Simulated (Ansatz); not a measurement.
Bulk crystal (Si₂Mo) after relaxation:

```cif
data_structure
_symmetry_space_group_name_H-M 'P 1'
_symmetry_Int_Tables_number 1
_cell_length_a 4.5464
_cell_length_b 4.5464
_cell_length_c 4.5464
_cell_angle_alpha 138.563
_cell_angle_beta 138.563
_cell_angle_gamma 60.042
_cell_volume 40.74
loop_
_atom_site_label
_atom_site_type_symbol
_atom_site_fract_x
_atom_site_fract_y
_atom_site_fract_z
_atom_site_occupancy
Si1 Si 0.33510 0.33510 0.00000 1
Si2 Si 0.66490 0.66490 0.00000 1
Mo1 Mo 0.00000 0.00000 0.00000 1
```

Miller indices refer to the conventional cell of I4/mmm (No. 139), a = 3.217 Å, b = 3.217 Å, c = 7.873 Å, α = 90.00°, β = 90.00°, γ = 90.00°.

Consider the (001) slab of 7 planes, 7.9 Å thick with 15 Å of vacuum as cut; outer planes Mo (top) and Mo (bottom), all atoms relaxed.

The calculation used DFT PBE, scalar-relativistic, plane waves, PAW (Ansatz). Plane waves to 420 eV, a k mesh through Γ of 11×11×1 on the computed 7-atom cell and Gaussian smearing (0.10 eV); no spin polarisation. The cell repeats along c with a dipole correction in the vacuum.

The slab isn't stoichiometric (Si4Mo3), so its surface energy depends on the chemical potentials; it is given with the excess atoms taken from the element's standard state, a limit at which the compound may itself be unstable, so the figure can be too low.

Task: Give the surface energy with the excess atoms taken from the elements.

Result: 3.41 J/m².

Task: Predict the work function.

Result: 3.83 eV.

Task: The top two planes lie 1.298 Å apart in the bulk. How does relaxation change this?

Result: The spacing becomes 1.136 Å (-12.5 %).